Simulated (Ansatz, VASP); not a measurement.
## One calculation of Re, two programs

INCAR

```
PREC = Accurate ; ENCUT = 520
EDIFF = 1E-7 ; ISMEAR = -1
SIGMA = 0.1 ; LREAL = F
LASPH = T ; NELM = 60
ALGO = Normal ; ISIF = 2
LWAVE = F ; LCHARG = T
GGA = PE ; LELF = T
LVHAR = T ; NBANDS = 10
```

File KPOINTS:

```
Automatic mesh
0
Gamma
  10 10 10
```

The input POSCAR:

```
Re
1.0
    0.0000000000      1.9913230543      1.9913230543
    1.9913230543      0.0000000000      1.9913230543
    1.9913230543      1.9913230543      0.0000000000
Re
1
Direct
    0.0000000000      0.0000000000      0.0000000000
```

Input for Ansatz:

```yaml
crystal:
  lattice:
    - [0.0, 1.9913230542778781, 1.9913230542778781]
    - [1.9913230542778781, 0.0, 1.9913230542778781]
    - [1.9913230542778781, 1.9913230542778781, 0.0]
  atoms:
    - { symbol: Re, position: [0.0, 0.0, 0.0] }
basis:
  ecutwfc: 500.0
kpoints:
  mp_grid:
    grid: [10, 10, 10]
hamiltonian:
  xc: pbe
scf:
  occupations:
    method: fermi_dirac
output:
  stress: true
```

This isn't the form of Re at room conditions, which is hcp.

Alike in both runs: task single point; functional PBE; k mesh 10 × 10 × 10; no spin polarisation.

```csv
,VASP,Ansatz
version,VASP 6.6.1,Ansatz 0.2.0
potentials or method,"VASP PAW PBE potentials, release 64 (Re)","plane waves, PAW"
plane-wave cutoff (eV),520,500
occupations,"fermi-dirac, width 0.1 eV",fermi-dirac
valence electrons in the cell,7,15
```

Ansatz gave:

```
pressure (GPa) : -16.7
```

Estimate VASP's values.

pressure (GPa): -17.4.

The two sets of potentials don't hold the same shells in valence.

Caveats: so large a pressure means that the cell lies far from this level's equilibrium, or that cutoff or potentials fall short (VASP). Spin-orbit coupling is left out, which matters for the levels of Re.
